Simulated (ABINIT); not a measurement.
An input for ABINIT 10.8.3 (CdS (Hawleyite)):

```
acell 3*1.0 Angstrom
rprim 
  -0.000000000000 2.916500000000 2.916500000000
  2.916500000000 -0.000000000000 2.916500000000
  2.916500000000 2.916500000000 -0.000000000000
ntypat 2
znucl 48 16
natom 2
typat 1 2
xred 
  0.000000000000 0.000000000000 0.000000000000
  0.250000000000 0.250000000000 0.250000000000
pp_dirpath "pseudos"
pseudos "Cd.upf, S.upf"
ecut 47
nspinor 2
ngkpt 6 6 6
nshiftk 1
shiftk 0 0 0
kptopt 1
chksymbreak 0
nband 36
occopt 1
tolvrs 1e-10
nstep 60
prtwf 0
indata_prefix "in"
outdata_prefix "out"
tmpdata_prefix "tmp"
```

```sh
OMP_NUM_THREADS=1 mpirun -n 4 abinit run.abi > log
```

How long will it take on 4 MPI ranks of Arm Neoverse V1, shared host, and how much memory?

It took 1.8 min; on shared hardware allow 55 s to 3.6 min. Peak host memory was 0.45 GiB.

[Paths, hosts, dates, memory and timing lines, banners, echoed tables and standing remarks are left out of the program output.]

[Logs are printed without paths, hosts, clocks, repeated set-up lines and the standing remarks that a program may print on its own settings, such as how far it seeks lower states.]

[Runs of the session that timed out or met a known fault of the program may be left out.]

[Hosts, paths, dates, database ids (printed as entryN), source tags and the programs' standing remarks are cut or masked in the printed files.]

[G0W0 gaps are taken among the corrected bands and points alone; a level outside them can change the order at an edge.]

[Where Ansatz stands beside ABINIT at settings called matched, ABINIT's density can come from a denser mesh and the files from another edition; pairs whose starting gaps differed by over 0.03 eV were left out, so agreement reads better than it is.]
